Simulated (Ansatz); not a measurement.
# Swapping CH3 for F on C: the atomisation energy

On one C centre that keeps H, n of the CH3 ligands are replaced by F. The atomisation energy (no zero-point term) y in kJ/mol at CCSD(T)/CBS estimate. Shapes, held fixed at every level: PBE0-D4/def2-TZVP. Programs: Ansatz 0.2.0.

```
molecule  n  y (kJ/mol)
   C4H10  0        5451
   C3H7F  1        4266
  C2H4F2  2           ?
    CHF3  3        1919
```

Problem. Fit y = c + s·n to the known rows and predict C2H4F2.

Solution. 
1. Means of the 3 rows: n = 1.33333, y = 3878.7.
2. Σ(Δn)² = 4.6667, Σ(Δn·Δy) = -5491.7, so the slope is -5491.7/4.6667 = -1176.8.
3. Intercept: 3878.7 − (-1176.8) × 1.33333 = 5447.8. The largest residual of the fit is 5.0.
4. C2H4F2: 5447.8 + (-1176.8) × 2 = 3094 kJ/mol.

The run gave 3091 kJ/mol, so the prediction is off by +3 kJ/mol, within the scatter of the fit. The steps per swap are -1185, -1175, -1172 kJ/mol. The slope is the difference between a C–F and a C–CH3 bond with the ligands’ own bonds. Other levels give for C2H4F2: HF/def2-SVP 2296; CCSD(T)/def2-SVP 2957; CCSD(T)/def2-TZVPP 3018 kJ/mol. The CBS estimate extrapolates MP2 from def2-TZVPP and def2-QZVPP and adds CCSD(T) − MP2 in the triple-zeta set, cores frozen.
